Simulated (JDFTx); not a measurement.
Crystal: TiCo.

```
CELL_PARAMETERS angstrom
2.98611 0.00000 0.00000
0.00000 2.98611 0.00000
0.00000 0.00000 2.98611
ATOMIC_POSITIONS crystal
Co 0.50000 0.50000 0.50000
Ti 0.00000 0.00000 0.00000
```

The cell comes from a database or a generator and needn't be the stable form of this composition.

Base run:

- Program: JDFTx 1.7.0 (patched build)
- Functional: PBE
- Potentials or basis: PseudoDojo-SR-PBE-0.5-standard with smoothed tails
- Cutoff: 1306 eV
- Density cutoff: 10449 eV
- k mesh: 9 × 9 × 9
- Occupations: fermi-dirac, width 0.05 eV
- Spin: collinear spin, ferromagnetic start
- Starting moments: [2.0, 1.0] μB

Its results: band gap on the k mesh none (metal or under the smearing width); pressure -0.5 GPa; net moment 0.82 μB per cell; site moments Co +0.94; Ti -0.07 μB.

**Question.** The run is repeated on the same cell with these changes: hubbard terms from none to Co d U = 2 eV, Ti d U = 2 eV; hubbard projectors from none to atomic pseudo-orbitals, not orthogonalised. What comes out?

**Answer.** Band gap on the k mesh none (metal or under the smearing width); pressure 5.6 GPa; net moment 0.78 μB per cell; site moments Co +1.36; Ti -0.49 μB.

Caveats: the U is typed as a test and isn't derived for this compound (some runs).
